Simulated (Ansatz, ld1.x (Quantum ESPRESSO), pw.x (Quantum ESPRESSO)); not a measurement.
**molybdenum (Mo): one change to the RRKJ potential, in the atom and in the fcc crystal**

| Quantity | Value |
| --- | --- |
| Element | molybdenum |
| Generator | ld1.x (Quantum ESPRESSO) 7.5 |
| Type | norm-conserving RRKJ (Kleinman–Bylander form) |
| Functional | PBE |
| Relativity | scalar-relativistic |
| Frozen core | [Kr] |
| Valence charge | 6 |
| Reference configuration | 4d5 5s1 5p0 |
| Partial waves | 5p (bound, empty): rc 4.20 bohr; 4d (bound): rc 1.50 bohr; 5s (bound): rc 2.85 bohr |
| Local potential | the s channel |
| Core correction | a·sin(br)/r model core, default radius (core density twice the valence density) |
| rho0 | 0.005 |

Change: wave 5p (bound): rc 4.20 bohr becomes 5p (bound): rc 5.74 bohr.

Cutoffs, loose and tight: the cutoffs (Ry, on a coarse ladder) from which the occupation-weighted sum of valence levels, in a spherical-Bessel basis at the reference potential, stays within 10 and 1 mRy of its value at 400 Ry. They do not see the model core or the augmentation charge, which bear on the density cutoff. Test errors are all-electron minus pseudo excitation energies from the reference, over the configurations 4d5 5s0 5p0; 4d4 5s0 5p0; 4d3 5s0 5p0; 4d4 5s2 5p0; 4d5 5s0 5p1; 4d6 5s0 5p0; 4d4 5s1 5p0; variants that change the core or the reference have their own tests.

Crystal test: fcc Mo in pw.x 7.5, no spin, 14³ k-points, Fermi–Dirac smearing 0.01 Ry, cutoffs set for each file from its atomic test. The reference is all-electron LAPW (Ansatz 0.2.0) with the same functional, mesh and smearing; V0 and B0 come from Birch–Murnaghan fits to the pressures at five volumes. Errors are pseudo minus all-electron; Δ is the rms difference of the E(V) curves that follow from these fits, minima aligned, over ±6 % about the mean V0. Mesh and smearing are coarse, so the numbers serve the comparison and aren't converged zero-temperature values; the lattice is a test structure that the element need not adopt.

All-electron: a0 = 4.005 Å (V0 = 16.06 Å³/atom), B0 = 235.3 GPa.

Task: Does the change bring the crystal closer to the all-electron result?

Result: The mean pressure error goes from +9.12 to +28.89 GPa, so the change moves the solid further from the all-electron pressures.

```csv
quantity,base,changed
outcome (atom),generated,generated
"cutoff, loose (atom)",40 Ry,40 Ry
"cutoff, tight (atom)",70 Ry,70 Ry
bound ghosts (atom),none,none
largest test error (meV) (atom),-652,-121 over the solved tests; 1 of 7 tests not solved or not reliable
cutoffs in pw.x (Ry),85/340,85/340
a0 (Å),4.052,–
a0 error (%),+1.19,–
B0 error (%),-0.9,–
Δ (meV/atom),29.9,–
mean pressure error (GPa),+9.12,+28.89
```

A dash: not determined, or the minimum lies outside the volumes sampled.

Base: The largest radius (4.20 bohr) exceeds half the bond length (2.67 bohr), so the spheres overlap, which is one possible source of error among others. This is a poor potential for the solid. Changed file: The largest radius (5.74 bohr) exceeds half the bond length (2.67 bohr), so the spheres overlap, which is one possible source of error among others. This is a poor potential for the solid. Atomic configuration tests: 1 of 7 tests not solved or not reliable. The atomic cutoffs weigh occupied waves only.
